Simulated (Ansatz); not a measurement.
# Rb (I4/mmm) in Ansatz: a series of runs, part 2 of 2

Ansatz 0.2.0. Earlier steps stand in the parts before.

## 4. Single point, HSE03

input.yaml

```yaml
crystal:
  lattice: { a: 5.90902372, b: 5.90902372, c: 5.46169039, alpha: 90.0, beta: 90.0, gamma: 90.0 }
  space_group: 139
  reduce_to_primitive: true
  atoms:
    - { symbol: Rb, wyckoff: "2a", position: [0.0, 0.0, 0.0] }
hamiltonian:
  xc: { exchange: pbe, correlation: pbe, exx: { coeff: 0.25, omega: 0.3 } }
  pseudopotentials: { kind: nc, accuracy: standard }
kpoints:
  mp_grid: { grid: [5, 5, 5] }
scf:
  occupations: { method: fermi_dirac, width: 0.025 }
output:
  forces: true
  stress: true
  eigenvalues: true
  write_density: true
  write_potential: true
  elf: true
  volumetric_format: npy
```

Potentials or basis: PseudoDojo standard (PBE files).

On the command line:

```
ansatz run input.yaml --threads 1 --pin off --max-ram 2560MiB --backend cpu --events-out ev --progress --plain --runs-dir out
```

What it wrote:

```text
Warning: output.stress: scf.convergence.dr2_threshold = 1e-7 eV (the SCF's general default) is looser than the 1e-10 eV advised for a printed stress (1e-10 eV for each atom of the cell: 1). What an SCF threshold leaves in a stress goes as its square root, and in the free energy as the threshold itself, and one threshold admits the most on a small cell: of the crystals measured, under no hybrid functional and no lock of the moments, on runs that ended without the residual-converged pass, on stresses that held no estimate of that error, the worst erred by over 100 MPa in a component at 1e-7 eV an atom and by under 5 at 1e-10. Set scf.convergence.dr2_threshold to 1e-10 eV or tighter. The threshold is an SCF's pass mark: one that does not reach it within its budget of iterations ends unconverged, or closes short of it on a stop that the run arms, and scf.convergence.dr2_threshold's page says what that costs each kind of run
Warning: output.stress: scf.exx.energy_threshold = 1e-6 eV is looser than the 1e-8 eV advised for a stress under a hybrid functional (1e-8 eV for each atom of the cell: 1). Every SCF of the exchange loop can meet its threshold on dr2 while the loop round them stops early: no threshold on dr2 bounds what that leaves in the stress. Set scf.exx.energy_threshold to 1e-8 eV or tighter. The threshold is the loop's pass mark: a loop that does not reach it within its budget of cycles ends unconverged, and scf.exx.energy_threshold's page has the law
Warning: RAYON_NUM_THREADS=1 ignored (pool sized by the plan → 1); use --threads N
crystal.space_group: 139 is read as I4/mmm: the typed cell holds Rb2 (Rb 2a). Least distances (Å): Rb–Rb 4.992
Engine: ansatz 0.2.0, aarch64-unknown-linux-gnu
Pseudopotentials: kind: nc
Pseudopotential: Rb, nc, valence charge 9, recommended cutoff 630 eV (normal), Rb.nc.azcp (PseudoDojo's, or run here from an input of PseudoDojo's; its table is named by hamiltonian.pseudopotentials.accuracy)
Functional definition: unnamed
  parameter a_1 = 0.25
  parameter omega_1 = 0.3/angstrom
  exchange = pbe_x + (-a_1)*pbe_x_sr(omega_1) + a_1*exact_x_sr(omega_1)
  correlation = pbe_c
Crystal: 1 atoms, lattice volume = 95.352 Å³
Basis set: ecut = 630 eV, 3395 PW (Γ), exchange–correlation on 90×90×90 points (8 copies of the dense FFT grid, shifted against one another)
Bands: 9, of which v1, the nominal top of the filled ones, is band 5 counted from 1 (4 counted from 0)
Symmetry: 16 space group operations
Space group: I4/mmm (ITA 139), of the structure as read, at distance tolerance 4.6e-5 Å
k-points: 18 of 125
Non-local potential: Rb, projectors of the file, l = 0: 2, l = 1: 2, l = 2: 2, l = 3: 1
Initial density: superposition of atomic densities (chi_scale 0.1, normalization cell)
Initial wavefunctions: pseudopotential atomic-orbital guess
Functional: x = pbe(κ = 0.804, μ = 0.2195149727645171), c = pbe(β = 0.06672455060314922), warm-up for x = pbe(κ = 0.804, μ = 0.2195149727645171) + 0.25 (exact − pbe) at short range (hse, ω = 0.3 Å⁻¹), c = pbe(β = 0.06672455060314922)
iter 1 solved again at ethr=1.91e-4 eV; its pass at ethr=1.00e-1 eV (dr2=1.72e-2 eV) is discarded
SCF iter   1: F=—  HF=-734.811996 eV  |F-HF|=—  |Δ(HF+E_count)|=         —  Δρ=2.47e-3  dr2=1.77e-2  ethr=1.91e-4  ⟨swp⟩=7.8  Hψ=1285  notcnv=0  reapply=1
preconditioner: auto → Kerker (q_TF=auto, 1.841 Å⁻¹)  [metal: Δε(μ)=0.033 eV  Ē_g=3.486 eV  σ=0.025 eV  W_gap=0.32  n_scr=12 (ndim 8)  ℏωp=3.8 eV  f_vac=0.000  D(μ)=2.30/eV (n_scr^D=12)]
SCF iter   2: F=—  HF=-734.809670 eV  |F-HF|=—  |Δ(HF+E_count)|=   2.33e-3  Δρ=1.61e-3  dr2=8.96e-3  ethr=1.91e-4  ⟨swp⟩=2.0  Hψ=324  notcnv=0
iter 3 solved again at ethr=8.38e-6 eV; its pass at ethr=9.96e-5 eV (dr2=7.54e-4 eV) is discarded
SCF iter   3: F=—  HF=-734.808792 eV  |F-HF|=—  |Δ(HF+E_count)|=   8.78e-4  Δρ=6.33e-4  dr2=7.57e-4  ethr=8.38e-6  ⟨swp⟩=2.3  Hψ=715  notcnv=0
SCF iter   4: F=—  HF=-734.808938 eV  |F-HF|=—  |Δ(HF+E_count)|=   1.47e-4  Δρ=1.47e-4  dr2=1.08e-5  ethr=8.38e-6  ⟨swp⟩=2.2  Hψ=309  notcnv=0  defer=1
SCF iter   5: F=—  HF=-734.808944 eV  |F-HF|=—  |Δ(HF+E_count)|=   6.18e-6  Δρ=3.14e-5  dr2=1.53e-6  ethr=1.20e-7  ⟨swp⟩=3.4  Hψ=336  notcnv=0
SCF iter   6: F=—  HF=-734.808946 eV  |F-HF|=—  |Δ(HF+E_count)|=   1.81e-6  Δρ=7.54e-6  dr2=9.69e-8  ethr=1.70e-8  ⟨swp⟩=2.7  Hψ=259  notcnv=0
SCF iter   7: F=—  HF=-734.808946 eV  |F-HF|=—  |Δ(HF+E_count)|=   9.74e-8  Δρ=3.25e-6  dr2=9.81e-9  ethr=1.08e-9  ⟨swp⟩=2.9  Hψ=264  notcnv=0
SCF iter   8: F=—  HF=-734.808946 eV  |F-HF|=—  |Δ(HF+E_count)|=   5.73e-9  Δρ=8.99e-7  dr2=1.49e-9  ethr=1.09e-10  ⟨swp⟩=3.1  Hψ=267  notcnv=0
SCF iter   9: F=-734.808946 eV  HF=-734.808946 eV  |F-HF|=9.32e-11  |Δ(HF+E_count)|=   1.41e-9  Δρ=2.27e-7  dr2=4.47e-11  ethr=1.66e-11  ⟨swp⟩=2.8  Hψ=262  notcnv=0
SCF 1 converged in 9 iterations: F = -734.808946 eV  dr2 = 4.47e-11
Initial density: handed on by an earlier stage of this run
Initial wavefunctions: those handed on with the density
Functional: x = pbe(κ = 0.804, μ = 0.2195149727645171) + 0.25 (exact − pbe) at short range (hse, ω = 0.3 Å⁻¹), c = pbe(β = 0.06672455060314922)
Exchange kernel: α = 0.2500, screened, ω = 0.3000 Å⁻¹, Wigner–Seitz truncation, v(0) = 502.6424 eV·Å³, q-mesh 5×5×5, nearest image of the exchange supercell L = 24.96 Å, pair-density grid 24×24×24 (sized by the pseudopotential files, 36×36×36 at the most)
Frozen-core exchange: scaled_semilocal
iter 1 solved again at ethr=1.27e-4 eV; its pass at ethr=1.00e-1 eV (dr2=1.14e-2 eV) is discarded
SCF iter   1: F=—  HF=-716.481323 eV  |F-HF|=—  |Δ(HF+E_count)|=         —  Δρ=4.45e-3  dr2=1.60e-2  ethr=1.27e-4  ⟨swp⟩=4.4  Hψ=834  notcnv=0
preconditioner: auto → Kerker (q_TF=auto, 1.841 Å⁻¹)  [metal: Δε(μ)=0.034 eV  Ē_g=3.715 eV  σ=0.025 eV  W_gap=0.33  n_scr=12 (ndim 8)  ℏωp=3.8 eV  f_vac=0.000  D(μ)=2.28/eV (n_scr^D=12)]
SCF iter   2: F=—  HF=-716.475189 eV  |F-HF|=—  |Δ(HF+E_count)|=   6.13e-3  Δρ=2.11e-3  dr2=5.03e-3  ethr=1.27e-4  ⟨swp⟩=2.1  Hψ=318  notcnv=0
SCF iter   3: F=—  HF=-716.473341 eV  |F-HF|=—  |Δ(HF+E_count)|=   1.85e-3  Δρ=2.96e-4  dr2=1.69e-4  ethr=3.98e-5  ⟨swp⟩=3.1  Hψ=429  notcnv=0  defer=1
SCF iter   4: F=—  HF=-716.475075 eV  |F-HF|=—  |Δ(HF+E_count)|=   1.73e-3  Δρ=4.94e-4  dr2=1.74e-4  ethr=7.20e-7  ⟨swp⟩=4.1  Hψ=383  notcnv=0
SCF iter   5: F=—  HF=-716.474992 eV  |F-HF|=—  |Δ(HF+E_count)|=   8.28e-5  Δρ=4.48e-5  dr2=2.43e-6  ethr=7.20e-7  ⟨swp⟩=3.0  Hψ=319  notcnv=0
SCF iter   6: F=-716.474992 eV  HF=-716.474992 eV  |F-HF|=3.12e-8  |Δ(HF+E_count)|=   3.24e-7  Δρ=1.00e-5  dr2=8.39e-7  ethr=1.86e-8  ⟨swp⟩=2.8  Hψ=324  notcnv=0
SCF 2 stopped early in 6 iterations: F = -716.474992 eV  dr2 = 8.39e-7
hybrid outer 1: dexx = +1.858e-3 eV, tail = 4.24e-6 eV
Exchange kernel: α = 0.2500, screened, ω = 0.3000 Å⁻¹, Wigner–Seitz truncation, v(0) = 502.6424 eV·Å³, q-mesh 5×5×5, nearest image of the exchange supercell L = 24.96 Å, pair-density grid 24×24×24 (sized by the pseudopotential files, 36×36×36 at the most)
Frozen-core exchange: scaled_semilocal
SCF iter   1: F=—  HF=-716.475076 eV  |F-HF|=—  |Δ(HF+E_count)|=         —  Δρ=3.14e-5  dr2=5.93e-7  ethr=2.35e-7  ⟨swp⟩=5.4  Hψ=505  notcnv=0
preconditioner: auto → Kerker (q_TF=auto, 1.841 Å⁻¹)  [metal: Δε(μ)=0.034 eV  Ē_g=3.706 eV  σ=0.025 eV  W_gap=0.33  n_scr=12 (ndim 8)  ℏωp=3.8 eV  f_vac=0.000  D(μ)=2.28/eV (n_scr^D=12)]
SCF iter   2: F=-716.475076 eV  HF=-716.475076 eV  |F-HF|=2.10e-9  |Δ(HF+E_count)|=   3.09e-7  Δρ=5.02e-6  dr2=1.04e-8  ethr=6.47e-9  ⟨swp⟩=3.0  Hψ=315  notcnv=0
SCF 3 converged in 2 iterations: F = -716.475076 eV  dr2 = 1.04e-8
  Residual-converged pass: ⟨swp⟩=4.4  Hψ=362  notcnv=0  max |occ|·‖R‖ = 2.4e-6 eV (tolerance 2.4e-6 eV)  dr2=1.01e-8  max |Δocc| = 7.5e-10
hybrid outer 2: dexx = +8.979e-8 eV, tail = 2.17e-8 eV, Δε = 1.24e-3 eV (about 8.59e-5 eV left of the loop's levels)
hybrid SCF converged: 2 outer / 8 inner (+9 warm-up), last move |dexx| = 8.98e-8 eV, tail = 2.17e-8 eV
Stability not checked: this state was not tested for a lower state beside it, because the functional holds exact exchange (a hybrid, or Hartree-Fock), whose exchange loop this test does not read (fock_operator; see scf.lower_state_search)
Free energy (F): -716.475076 eV
Frozen-core exchange: scaled_semilocal
Harris-Foulkes:  -716.475076 eV  (|F-HF|=2.10e-9)
Internal energy: -716.470998 eV  (E = F + TS)
E sigma→0 (E₀):  -716.473037 eV
Entropy (-TS):   -0.004078 eV (-4.078 meV/atom)
Fermi energy:    1.840370 eV
--- Per-component energies (eV) ---
  E_band       = -131.367826
  E_kinetic    = 195.210545
  E_local      = -541.715836  (includes V_loc(G=0)·N_el)
  E_nonlocal   = -26.977436
  E_hartree    = 195.769262
  E_xc         = -152.099212
  E_vxc        = -113.427057  (∫ρ·V_xc dr)
  E_exx        = -17.998405  (= α·E_x^exact, valence–valence)
  E_ewald      = -368.659915
  E_smearing   = -0.004078  (= −TS)
  E_closure    = 0.000001  (closes the sum)
  Σ components = -716.475076   (vs F -716.475076, Δ=-1.14e-13)
--- Forces (eV/Å), atoms counted from 1 ---
  atom   1  Rb     0.00000000     0.00000000     0.00000000
  max |Σ_I F_I| component: 1.58e-30 eV/Å
--- Stress (GPa, compression-positive) ---
       -0.026988       0.000000       0.000000
        0.000000      -0.026988      -0.000000
        0.000000       0.000000      -0.120214
  P = ⅓ Tr σ = -0.0581 GPa (-0.581 kbar)
--- Band table (eV; the first three rows and the last of 18) ---
  k-point 0: bands = ["-29.2574", "-12.2862", "-12.2862", "-12.2860", "-0.2260", "5.4812", "5.9081", "5.9081", "6.3821"]
  k-point 1: bands = ["-29.2561", "-12.3157", "-12.2943", "-12.2853", "0.2317", "4.6746", "5.4653", "6.1535", "6.3304"]
  k-point 2: bands = ["-29.2542", "-12.3624", "-12.3077", "-12.2837", "1.4424", "3.1018", "4.9871", "6.1858", "6.8717"]
  k-point 17: bands = ["-29.2514", "-12.3470", "-12.3433", "-12.3317", "2.6997", "3.4385", "4.8086", "4.9007", "5.5248"]
```

It took 1.9 min on 1 thread of Arm Neoverse V2, shared host; peak memory 0.55 GiB.

What came out:

| Quantity | Value |
| --- | --- |
| Free energy | -716.4751 eV |
| Pressure | -0.1 GPa |
| Band gap on the k mesh | none (metal or under the smearing width) |

Stress tensor (GPa, compression positive):
```
-0.03  0.00  0.00
 0.00 -0.03  0.00
 0.00  0.00 -0.12
```

Caveat: the potentials were made for another functional, which shifts forces and pressure; the thresholds are loose for stress.

## 5. For comparison

An earlier run on the cell as given: functional PBE; potentials or basis Ansatz PAW; cutoff 420 eV (not typed: the program's choice for these potentials); k mesh 7 × 7 × 7; occupations fermi-dirac, width 0.05 eV; no spin polarisation.

* Pressure: -0.1 GPa
* Band gap on the k mesh: none (metal or under the smearing width)

## 6. The runs side by side

```csv
level,potentials or basis,k mesh,cutoff (eV),smearing,gap on the mesh (eV),pressure (GPa)
r2SCAN0+D3(BJ),Ansatz PAW,5 × 5 × 5,500,gaussian 0.15 eV,none,-0.1
r2SCAN+rVV10,SPMS NC,7 × 7 × 7,245,fermi-dirac 0.01 eV,none,-
HSE03,PseudoDojo standard (PBE files),5 × 5 × 5,630,fermi-dirac 0.025 eV,none,-0.1
PBE,Ansatz PAW,7 × 7 × 7,420,fermi-dirac 0.05 eV,none,-0.1
```

Alike in all rows: task single point; no spin polarisation; cell as given.

Caveats: pairwise dispersion overbinds metals, which lowers pressure and volume (some runs); the thresholds are loose for stress (some runs); the potentials were made for another functional, which shifts forces and pressure (some runs); the PAW data sets come from PBE, with cores solved anew for the run's functional, which leaves a small shift of forces and pressure (some runs); the dispersion damping was fitted for another functional or another form of the correction (some runs); the meta-GGA runs on potentials made for a GGA (some runs); the rVV10 pressure on norm-conserving files is uncertain (some runs).

Absolute energies hang on the potentials; compare differences alone.
